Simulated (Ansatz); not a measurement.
# C (P6_3/mmc) in Ansatz: notebook

Aim: see how the results for C move with the level of theory and the settings. Levels: RPBE+D4, PBE+D4, PBEsol. Tasks: relaxation of cell and atoms.

The COD entry that gives the cell may itself be a prediction, so a difference from it is no test against experiment.

Program: Ansatz 0.2.0. These are calculated values, not measurements. Logs are shortened: lines on timing, memory, paths and dates and some standing lists are left out, and cuts for length are marked.

## 1. The crystal as given

Symmetry: P6_3/mmc, No. 194, hexagonal system. Conventional cell: a = 2.522 Å, b = 2.522 Å, c = 8.237 Å, α = 90.00°, β = 90.00°, γ = 120.00°. C (site symmetry 3m) is surrounded by 4 C at 1.54 Å. C (site symmetry 3m) is surrounded by 4 C at 1.54 Å.

This is a hexagonal form of diamond, not graphite.

## 2. Relaxation of cell and atoms, RPBE+D4

The input, input.yaml:

```yaml
crystal:
  lattice:
    - [2.5221, 0.0, 0.0]
    - [-1.26105, 2.1842026709, 0.0]
    - [0.0, 0.0, 8.2371]
  atoms:
    - { symbol: C, position: [0.6666666667, 0.3333333333, 0.84375] }
    - { symbol: C, position: [0.3333333333, 0.6666666667, 0.34375] }
    - { symbol: C, position: [0.6666666667, 0.3333333333, 0.65625] }
    - { symbol: C, position: [0.3333333333, 0.6666666667, 0.15625] }
    - { symbol: C, position: [0.0, 0.0, 0.90625] }
    - { symbol: C, position: [0.0, 0.0, 0.40625] }
    - { symbol: C, position: [0.0, 0.0, 0.59375] }
    - { symbol: C, position: [0.0, 0.0, 0.09375] }
hamiltonian:
  xc: rpbe
  pseudopotentials: { kind: paw }
  dispersion: d4
kpoints:
  mp_grid: { grid: [12, 12, 4] }
scf:
  occupations: { method: fermi_dirac, width: 0.05 }
output:
  forces: true
  stress: true
relax:
  f_tol: 0.01
  max_steps: 40
  cell: { stress_tol: 0.05 }
```

Potentials or basis: Ansatz PAW.

Run with:

```
> ansatz run input.yaml --threads 4 --pin off --max-ram 11264MiB --backend cpu --events-out ev --progress --plain --runs-dir out
```

The program printed:

```text
Warning: RAYON_NUM_THREADS=4 ignored (pool sized by the plan → 4); use --threads N
Engine: ansatz 0.2.0, aarch64-unknown-linux-gnu
Pseudopotentials: kind: paw
Pseudopotential: C, paw, valence charge 4, recommended cutoff 420 eV (normal), C.paw.azcp
Functional definition: RPBE
  parameter kappa = 0.804
  parameter beta = 0.06672455060314922
  exchange = rpbe_x(kappa = kappa, mu = beta*pi^2/3)
  correlation = pbe_c(beta = beta)
Crystal: 8 atoms, lattice volume = 45.376 Å³
Basis set: ecut = 420 eV, 909 PW (Γ), exchange–correlation on 36×36×120 points (8 copies of the dense FFT grid, shifted against one another)
Bands: 24, of which v1, the nominal top of the filled ones, is band 16 counted from 1 (15 counted from 0)
Symmetry: 24 space group operations
Space group: P63/mmc (ITA 194), of the structure as read, at distance tolerance 3.6e-5 Å
k-points: 57 of 576
Non-local potential: C, projectors of the file, l = 0: 2, l = 1: 2, l = 2: 1
PAW form: soft (Blöchl's): semilocal exchange-correlation on the pseudo side does not see the compensation charge
PAW frozen core: C, regenerated for the run's functional, and the local potential with it (the file was generated under x = pbe(κ = 0.804, μ = 0.2195149727645171), c = pbe(β = 0.06672455060314922))
PAW one-centre angular grid: C, 110 points (default); XC on 64 Gauss nodes
Initial density: superposition of atomic densities (neutral atoms: chi_scale 0, normalization atom), corrected by the library's trained network
Initial wavefunctions: pseudopotential atomic-orbital guess
Functional: x = rpbe, c = pbe(β = 0.06672455060314922)
SCF iter   1: F=—  HF=-2020.534965 eV  |F-HF|=—  |Δ(HF+E_count)|=         —  Δρ=5.22e-3  dr2=5.16e-3  ethr=1.77e-3  ⟨swp⟩=5.8  Hψ=6580  notcnv=0  defer=19
preconditioner: auto → none  [insulator: Δε(μ)=4.416 eV  Ē_g=17.079 eV  σ=0.050 eV  W_gap=1.00  n_scr=6 (ndim 8)  ℏωp=31.2 eV  f_vac=0.000  D(μ)=0.00/eV (n_scr^D=0)  ε∞_Penn≈4.3]
SCF iter   2: F=—  HF=-2020.534505 eV  |F-HF|=—  |Δ(HF+E_count)|=   4.59e-4  Δρ=2.34e-3  dr2=7.59e-4  ethr=1.61e-5  ⟨swp⟩=2.6  Hψ=2736  notcnv=0  defer=56
SCF iter   3: F=—  HF=-2020.534818 eV  |F-HF|=—  |Δ(HF+E_count)|=   3.13e-4  Δρ=5.69e-4  dr2=8.16e-5  ethr=2.37e-6  ⟨swp⟩=2.4  Hψ=2071  notcnv=0  defer=56
SCF iter   4: F=—  HF=-2020.534869 eV  |F-HF|=—  |Δ(HF+E_count)|=   5.06e-5  Δρ=1.15e-4  dr2=2.76e-6  ethr=2.55e-7  ⟨swp⟩=2.1  Hψ=1860  notcnv=0  defer=56
iter 5 did not close the SCF: its close was put off for the readings that it lacked (scf_convergence_deferred on its scf_iter line)
SCF iter   5: F=-2020.534872 eV  HF=-2020.534872 eV  |F-HF|=3.73e-8  |Δ(HF+E_count)|=   2.93e-6  Δρ=1.34e-5  dr2=4.18e-8  ethr=8.63e-9  ⟨swp⟩=2.2  Hψ=2058  notcnv=0  defer=56
SCF iter   6: F=-2020.534872 eV  HF=-2020.534872 eV  |F-HF|=3.34e-9  |Δ(HF+E_count)|=   4.78e-8  Δρ=2.63e-6  dr2=1.21e-9  ethr=1.31e-10  ⟨swp⟩=2.1  Hψ=4594  notcnv=0
SCF 1 converged in 6 iterations: F = -2020.534872 eV  dr2 = 1.21e-9
relax step   1: F+E_penalty+E_count = -2020.53487171 eV  Δ(F+E_penalty+E_count) = +0.000e0 eV  max|allowed force component| = 3.352e-1 eV/Å  Δτ_max = 0.0000 Å  P = -5.653 GPa  Ω = 45.376 Å³  (6 SCF iters, dr2 threshold 1.00e-7 eV, accepted)
Crystal: 8 atoms, lattice volume = 45.014 Å³
Basis set: ecut = 420 eV, 885 PW (Γ), exchange–correlation on 36×36×120 points (8 copies of the dense FFT grid, shifted against one another)
Initial density: handed on by an earlier stage of this run
Initial wavefunctions: those handed on with the density
iter 1 solved again at ethr=1.14e-5 eV; its pass at ethr=3.10e-3 eV (dr2=3.65e-3 eV) is discarded
SCF iter   1: F=—  HF=-2020.560326 eV  |F-HF|=—  |Δ(HF+E_count)|=         —  Δρ=3.47e-3  dr2=3.77e-3  ethr=1.14e-5  ⟨swp⟩=2.1  Hψ=8583  notcnv=0
preconditioner: auto → none  [insulator: Δε(μ)=4.536 eV  Ē_g=17.176 eV  σ=0.050 eV  W_gap=1.00  n_scr=6 (ndim 8)  ℏωp=31.3 eV  f_vac=0.000  D(μ)=0.00/eV (n_scr^D=0)  ε∞_Penn≈4.3]
SCF iter   2: F=—  HF=-2020.559556 eV  |F-HF|=—  |Δ(HF+E_count)|=   7.70e-4  Δρ=1.41e-3  dr2=4.45e-4  ethr=1.14e-5  ⟨swp⟩=2.6  Hψ=2015  notcnv=0
SCF iter   3: F=—  HF=-2020.559582 eV  |F-HF|=—  |Δ(HF+E_count)|=   2.64e-5  Δρ=3.63e-4  dr2=3.74e-5  ethr=1.39e-6  ⟨swp⟩=2.6  Hψ=2346  notcnv=0
SCF iter   4: F=—  HF=-2020.559585 eV  |F-HF|=—  |Δ(HF+E_count)|=   2.46e-6  Δρ=7.80e-5  dr2=8.52e-7  ethr=1.17e-7  ⟨swp⟩=2.0  Hψ=1885  notcnv=0
iter 5 did not close the SCF: its close was put off for the readings that it lacked (scf_convergence_deferred on its scf_iter line)
SCF iter   5: F=-2020.559586 eV  HF=-2020.559586 eV  |F-HF|=3.19e-8  |Δ(HF+E_count)|=   1.27e-6  Δρ=1.19e-5  dr2=2.48e-8  ethr=2.66e-9  ⟨swp⟩=2.0  Hψ=2231  notcnv=0
SCF iter   6: F=-2020.559586 eV  HF=-2020.559586 eV  |F-HF|=1.14e-9  |Δ(HF+E_count)|=   3.88e-8  Δρ=1.66e-6  dr2=4.93e-10  ethr=7.74e-11  ⟨swp⟩=1.3  Hψ=3891  notcnv=0
SCF 2 converged in 6 iterations: F = -2020.559586 eV  dr2 = 4.93e-10
relax step   2: F+E_penalty+E_count = -2020.55958607 eV  Δ(F+E_penalty+E_count) = -2.471e-2 eV  max|allowed force component| = 3.559e-1 eV/Å  Δτ_max = 0.0075 Å  P = -2.267 GPa  Ω = 45.014 Å³  energy of the carried Pulay correction = +2.020e-3 eV  (6 SCF iters, dr2 threshold 8.00e-7 eV, accepted)
Crystal: 8 atoms, lattice volume = 44.870 Å³
iter 1 solved again at ethr=1.94e-6 eV; its pass at ethr=3.10e-3 eV (dr2=6.21e-4 eV) is discarded
SCF iter   1: F=—  HF=-2020.566357 eV  |F-HF|=—  |Δ(HF+E_count)|=         —  Δρ=1.24e-3  dr2=5.90e-4  ethr=1.94e-6  ⟨swp⟩=2.5  Hψ=7669  notcnv=0
preconditioner: auto → none  [insulator: Δε(μ)=4.549 eV  Ē_g=17.214 eV  σ=0.050 eV  W_gap=1.00  n_scr=6 (ndim 8)  ℏωp=31.4 eV  f_vac=0.000  D(μ)=0.00/eV (n_scr^D=0)  ε∞_Penn≈4.3]
SCF iter   2: F=—  HF=-2020.566255 eV  |F-HF|=—  |Δ(HF+E_count)|=   1.02e-4  Δρ=4.71e-4  dr2=6.20e-5  ethr=1.84e-6  ⟨swp⟩=2.3  Hψ=1891  notcnv=0
[... 8 lines left out ...]
relax step   3: F+E_penalty+E_count = -2020.56625269 eV  Δ(F+E_penalty+E_count) = -6.667e-3 eV  max|allowed force component| = 1.570e-1 eV/Å  Δτ_max = 0.0033 Å  P = -0.777 GPa  Ω = 44.870 Å³  energy of the carried Pulay correction = +2.827e-3 eV  (6 SCF iters, dr2 threshold 8.00e-7 eV, accepted)
[... 14 lines left out ...]
relax step   6: F+E_penalty+E_count = -2020.56481613 eV  Δ(F+E_penalty+E_count) = -7.512e-5 eV  max|allowed force component| = 5.532e-4 eV/Å  Δτ_max = 0.0001 Å  P = -0.004 GPa  Ω = 44.784 Å³  energy of the carried Pulay correction = +6.607e-5 eV  (6 SCF iters, dr2 threshold 9.70e-8 eV, accepted)
iter 1 solved again at ethr=6.32e-9 eV; its pass at ethr=3.10e-3 eV (dr2=2.02e-6 eV) is discarded
SCF iter   1: F=—  HF=-2020.564716 eV  |F-HF|=—  |Δ(HF+E_count)|=         —  Δρ=3.04e-6  dr2=5.29e-10  ethr=6.32e-9  ⟨swp⟩=4.0  Hψ=10726  notcnv=0
SCF iter   2: F=—  HF=-2020.564745 eV  |F-HF|=—  |Δ(HF+E_count)|=   2.92e-5  Δρ=1.61e-6  dr2=1.46e-10  ethr=1.65e-12  ⟨swp⟩=3.0  Hψ=3155  notcnv=0
iter 3 did not close the SCF: its close was put off for the readings that it lacked (scf_convergence_deferred on its scf_iter line)
SCF iter   3: F=-2020.564745 eV  HF=-2020.564745 eV  |F-HF|=4.18e-11  |Δ(HF+E_count)|=  6.61e-10  Δρ=4.17e-7  dr2=9.32e-12  ethr=1.00e-12  ⟨swp⟩=2.4  Hψ=2139  notcnv=0
iter 4 did not close the SCF: its close was put off for the readings that it lacked (scf_convergence_deferred on its scf_iter line)
SCF iter   4: F=-2020.564745 eV  HF=-2020.564745 eV  |F-HF|=4.55e-13  |Δ(HF+E_count)|=  4.25e-11  Δρ=4.55e-8  dr2=2.32e-13  ethr=1.00e-12  ⟨swp⟩=1.0  Hψ=1368  notcnv=0
iter 5 did not close the SCF: its close was put off for the readings that it lacked (scf_convergence_deferred on its scf_iter line)
SCF iter   5: F=-2020.564745 eV  HF=-2020.564745 eV  |F-HF|=4.55e-13  |Δ(HF+E_count)|=  6.82e-13  Δρ=2.40e-8  dr2=1.21e-13  ethr=1.00e-12  ⟨swp⟩=1.0  Hψ=1368  notcnv=0
iter 6 did not close the SCF: its close was put off for the readings that it lacked (scf_convergence_deferred on its scf_iter line)
SCF iter   6: F=-2020.564745 eV  HF=-2020.564745 eV  |F-HF|=0.00e0  |Δ(HF+E_count)|=  2.27e-13  Δρ=1.18e-8  dr2=2.57e-14  ethr=1.00e-12  ⟨swp⟩=1.0  Hψ=1368  notcnv=0
SCF iter   7: F=-2020.564745 eV  HF=-2020.564745 eV  |F-HF|=2.27e-13  |Δ(HF+E_count)|=    0.00e0  Δρ=4.26e-9  dr2=2.88e-15  ethr=1.00e-12  ⟨swp⟩=1.7  Hψ=3089  notcnv=0
SCF 7 converged in 7 iterations: F = -2020.564745 eV  dr2 = 2.88e-15
relax step   7: F+E_penalty+E_count = -2020.56474549 eV  Δ(F+E_penalty+E_count) = +7.064e-5 eV  max|allowed force component| = 5.421e-4 eV/Å  Δτ_max = 0.0000 Å  P = -0.005 GPa  Ω = 44.784 Å³  stress off target by 1.15e-2 GPa  SCF on the basis re-selected at this cell (its energy is not comparable with the rows above)  (7 SCF iters)
basis re-selected at this cell: Δ(F+E_penalty+E_count) = +7.064e-5 eV, ΔP = -0.001 GPa vs the last step (what re-selecting the basis moved, of the pressure what is left beyond the Pulay correction that the steps carried, after the strain that the cell walked since its last selection, with what the two solves' SCF thresholds leave and, on support functions, any second-order correction that the steps lacked; it is no measure of the basis error at this ecutwfc). This SCF's stress stands 1.15e-2 GPa from its target on what of the cell is left free (relax.cell.stress_tol is 5.00e-2 GPa) and its largest allowed force component is 5.42e-4 eV/Å (relax.f_tol is 1.00e-2 eV/Å): within both
SCF converged after 7 iterations
Free energy (F): -2020.564745 eV
Harris-Foulkes:  -2020.564745 eV  (|F-HF|=2.27e-13)
Internal energy: -2020.564745 eV  (E = F + TS)
E sigma→0 (E₀):  -2020.564745 eV
Fermi energy:    16.064004 eV
--- Per-component energies (eV) ---
  E_band       = 146.422834
  E_kinetic    = 741.175122
  E_local      = -482.184227  (includes V_loc(G=0)·N_el)
  E_nonlocal   = 209.235119
  E_hartree    = 107.019476
  E_xc         = -391.516089
  E_vxc        = -485.715588  (∫ρ·V_xc dr)
  E_paw        = -802.968745  (= ΣΔE_a)
  E_vpaw       = -50.126606  (= ΣTr[D̂ρ^β])
  E_aug_tail   = 0.000061  (compensation charges beyond the density's cutoff)
  E_ewald      = -1396.903800
  E_disp       = -4.303148  (pairwise vdW)
  E_core_change = -0.118515  (= ΣΔE_core)
  E_smearing   = -0.000000  (= −TS)
  E_closure    = -0.000000  (closes the sum)
  Σ components = -2020.564745   (vs F -2020.564745, Δ=0.00e0)
--- Forces (eV/Å), atoms counted from 1 ---
  atom   1  C     -0.00000000    -0.00000000     0.00020843
  atom   2  C      0.00000000     0.00000000     0.00020843
  atom   3  C     -0.00000000    -0.00000000    -0.00020843
  atom   4  C      0.00000000     0.00000000    -0.00020843
  atom   5  C      0.00000000     0.00000000     0.00054212
  atom   6  C      0.00000000    -0.00000000     0.00054212
  atom   7  C      0.00000000     0.00000000    -0.00054212
  atom   8  C      0.00000000    -0.00000000    -0.00054212
  max |Σ_I F_I| component: 5.55e-17 eV/Å
--- Stress (GPa, compression-positive) ---
       -0.002104      -0.000000       0.000000
        0.000000      -0.002104       0.000000
        0.000000       0.000000      -0.011539
  P = ⅓ Tr σ = -0.0052 GPa (-0.052 kbar)
--- Relaxed structure (5 steps of the walk, 5 accepted, 2 SCFs on fresh bases) ---
  F+E_penalty+E_count = -2020.56474549 eV   max|allowed force component| = 5.421e-4 eV/Å   (the final SCF, on the basis selected at the relaxed cell)
  cell:  # Å, volume = 44.7842 Å³
    - [2.5028747139498577, -2.837167821873533e-36, 0.0]
    - [-1.2514373569749289, 2.167553084770286, 0.0]
    - [0.0, 0.0, 8.254978107328565]
  atoms:
    - { symbol: C, position: [0.6666666666666667, 0.3333333333333333, 0.8444222755335979] }
    - { symbol: C, position: [0.33333333333333326, 0.6666666666666666, 0.3444222755335979] }
    - { symbol: C, position: [0.6666666666666667, 0.3333333333333333, 0.6555777244664021] }
    - { symbol: C, position: [0.33333333333333326, 0.6666666666666666, 0.15557772446640197] }
    - { symbol: C, position: [4.30597030501501e-34, 1.2730326696620421e-33, 0.9070397076565155] }
    - { symbol: C, position: [-1.0242103683373218e-33, -2.062937500765474e-33, 0.40703970765651565] }
    - { symbol: C, position: [-1.0751379998479998e-33, 1.522863034848244e-33, 0.5929602923434845] }
    - { symbol: C, position: [6.686484945089354e-34, -1.122399655358597e-33, 0.09296029234348445] }
```

It took 9.3 s on 4 threads of Arm Neoverse V2, shared host; peak memory 0.35 GiB.

What came out:

```yaml
Free_energy: -2020.5647 eV
Relaxed_volume: 5.60 Å³/atom
Relaxed_cell: a = 2.503 Å, b = 2.503 Å, c = 8.255 Å, α = 90.00°, β = 90.00°, γ = 120.00°
Space_group_after_relaxing_to_0.05_Å: P6_3/mmc (No. 194)
Energy_gained_by_relaxing: 3.7 meV/atom
Ionic_steps: 7
Pressure_after_relaxing: 0.0 GPa
Band_gap_on_the_k_mesh: 4.58 eV
```

Step by step:
```
step  energy change (eV)  largest force (eV/Å)  volume (Å³)
   1              0.0000                0.3352        45.38
   2             -0.0247                0.3559        45.01
   3             -0.0314                0.1570        44.87
   4             -0.0328                0.0046        44.80
   5             -0.0299                0.0055        44.80
   6             -0.0299                0.0006        44.78
   7             -0.0299                0.0005        44.78
```

Final structure:
```yaml
crystal:
  lattice:
    - [2.50287, 0.00000, 0.00000]
    - [-1.25144, 2.16755, 0.00000]
    - [0.00000, 0.00000, 8.25498]
  atoms:
    - { symbol: C, position: [0.66667, 0.33333, 0.84442] }
    - { symbol: C, position: [0.33333, 0.66667, 0.34442] }
    - { symbol: C, position: [0.66667, 0.33333, 0.65558] }
    - { symbol: C, position: [0.33333, 0.66667, 0.15558] }
    - { symbol: C, position: [0.00000, 0.00000, 0.90704] }
    - { symbol: C, position: [0.00000, 0.00000, 0.40704] }
    - { symbol: C, position: [0.00000, 0.00000, 0.59296] }
    - { symbol: C, position: [0.00000, 0.00000, 0.09296] }
```

Caveat: the plane-wave basis is chosen anew once the cell has moved, so the energies of steps on either side of that aren't comparable; the pressure holds a Pulay correction of +0.9 GPa for the finite cutoff; the PAW data sets come from PBE, with cores solved anew for the run's functional, which leaves a small shift of forces and pressure.

## 3. Relaxation of cell and atoms, PBE+D4

input.yaml: that of step 2 with these lines changed.

```diff
@@ -15,3 +15,3 @@
 hamiltonian:
-  xc: rpbe
+  xc: pbe
   pseudopotentials: { kind: paw }
```

Potentials or basis: Ansatz PAW.

Run with:

```
> ansatz run input.yaml --threads 4 --pin off --max-ram 11264MiB --backend cpu --events-out ev --progress --plain --runs-dir out
```

Wall time 9 s (4 threads of Arm Neoverse V2, shared host); peak memory 0.35 GiB.

Results (log left out):

- Free energy: -2008.0977 eV
- Relaxed volume: 5.63 Å³/atom
- Relaxed cell: a = 2.508 Å, b = 2.508 Å, c = 8.272 Å, α = 90.00°, β = 90.00°, γ = 120.00°
- Space group after relaxing (to 0.05 Å): P6_3/mmc (No. 194)
- Energy gained by relaxing: 2.8 meV/atom
- Ionic steps: 7
- Pressure after relaxing: 0.0 GPa
- Band gap on the k mesh: 4.57 eV

The path:
```tsv
step	energy change (eV)	largest force (eV/Å)	volume (Å³)
1	0.0000	0.3279	45.38
2	-0.0175	0.3591	45.18
3	-0.0225	0.1803	45.12
4	-0.0241	0.0040	45.06
5	-0.0222	0.0050	45.06
6	-0.0222	0.0001	45.05
7	-0.0222	0.0002	45.05
```

Final structure:
```
C
1.0
     2.50788    0.00000    0.00000
    -1.25394    2.17189    0.00000
     0.00000    0.00000    8.27154
C
8
Direct
  0.66667 0.33333 0.84445
  0.33333 0.66667 0.34445
  0.66667 0.33333 0.65555
  0.33333 0.66667 0.15555
  0.00000 0.00000 0.90703
  0.00000 0.00000 0.40703
  0.00000 0.00000 0.59297
  0.00000 0.00000 0.09297
```

Caveat: the plane-wave basis is chosen anew once the cell has moved, so the energies of steps on either side of that aren't comparable; the pressure holds a Pulay correction of +1.0 GPa for the finite cutoff. A k mesh can miss the band edges.

## 4. Relaxation of cell and atoms, PBEsol

input.yaml: that of step 3 with these lines changed.

```diff
@@ -15,5 +15,4 @@
 hamiltonian:
-  xc: pbe
+  xc: pbesol
   pseudopotentials: { kind: paw }
-  dispersion: d4
 kpoints:
@@ -25,2 +24,6 @@
   stress: true
+  write_density: true
+  write_potential: true
+  elf: true
+  volumetric_format: npy
 relax:
```

Run with:

```
> ansatz run input.yaml --threads 4 --pin off --max-ram 11264MiB --backend cpu --events-out ev --progress --plain --runs-dir out
```

Wall time 6.8 s (4 threads of Arm Neoverse V1, shared host); peak memory 0.37 GiB.

The run converged. Its results:

```
Free energy                            : -1973.2761 eV
Relaxed volume                         : 5.62 Å³/atom
Relaxed cell                           : a = 2.505 Å, b = 2.505 Å, c = 8.265 Å, α = 90.00°, β = 90.00°, γ = 120.00°
Space group after relaxing (to 0.05 Å) : P6_3/mmc (No. 194)
Energy gained by relaxing              : 3.2 meV/atom
Ionic steps                            : 7
Pressure after relaxing                : 0.0 GPa
Band gap on the k mesh                 : 4.44 eV, indirect (least direct gap 5.27 eV)
```

The path:
| step | energy change (eV) | largest force (eV/Å) | volume (Å³) |
| --- | --- | --- | --- |
| 1 | 0.0000 | 0.3303 | 45.38 |
| 2 | -0.0213 | 0.3591 | 45.10 |
| 3 | -0.0269 | 0.1707 | 45.00 |
| 4 | -0.0285 | 0.0034 | 44.94 |
| 5 | -0.0258 | 0.0044 | 44.94 |
| 6 | -0.0259 | 0.0007 | 44.93 |
| 7 | -0.0258 | 0.0006 | 44.93 |

Final structure:
```cif
data_structure
_symmetry_space_group_name_H-M 'P 1'
_symmetry_Int_Tables_number 1
_cell_length_a 2.5054
_cell_length_b 2.5054
_cell_length_c 8.2647
_cell_angle_alpha 90.000
_cell_angle_beta 90.000
_cell_angle_gamma 120.000
_cell_volume 44.93
loop_
_atom_site_label
_atom_site_type_symbol
_atom_site_fract_x
_atom_site_fract_y
_atom_site_fract_z
_atom_site_occupancy
C1 C 0.66667 0.33333 0.84446 1
C2 C 0.33333 0.66667 0.34446 1
C3 C 0.66667 0.33333 0.65554 1
C4 C 0.33333 0.66667 0.15554 1
C5 C 0.00000 0.00000 0.90705 1
C6 C 0.00000 0.00000 0.40705 1
C7 C 0.00000 0.00000 0.59295 1
C8 C 0.00000 0.00000 0.09295 1
```

Levels at points of the mesh, in eV from the valence-band top:
```csv
k point,band 14,band 15,band 16,band 17,band 18,band 19
"(0.00, 0.00, 0.00)",-0.24,0.00,0.00,5.27,5.27,5.44
"(0.00, 0.00, -0.50)",-0.66,-0.66,-0.66,6.05,6.05,6.05
"(0.00, -0.50, 0.00)",-4.75,-3.75,-3.01,4.49,5.48,5.90
"(0.00, -0.50, -0.50)",-4.82,-3.72,-3.72,4.83,4.83,6.87
```

Caveat: the plane-wave basis is chosen anew once the cell has moved, so the energies of steps on either side of that aren't comparable; the pressure holds a Pulay correction of +1.0 GPa for the finite cutoff; the PAW data sets come from PBE, with cores solved anew for the run's functional, which leaves a small shift of forces and pressure.

## 5. Overview

| level | gap on the mesh (eV) | pressure (GPa) | relaxed volume (Å³/atom) |
| --- | --- | --- | --- |
| RPBE+D4 | 4.58 | 0.0 | 5.60 |
| PBE+D4 | 4.57 | 0.0 | 5.63 |
| PBEsol | 4.44 | 0.0 | 5.62 |

Alike in all rows: task relaxation of cell and atoms; potentials or basis Ansatz PAW; no spin polarisation; cell relaxed; k mesh 12 × 12 × 4; cutoff (eV) 420; smearing fermi-dirac 0.05 eV.

Caveats: the plane-wave basis is chosen anew once the cell has moved, so the energies of steps on either side of that aren't comparable; the PAW data sets come from PBE, with cores solved anew for the run's functional, which leaves a small shift of forces and pressure (some runs).

Absolute energies hang on the potentials; compare differences alone.
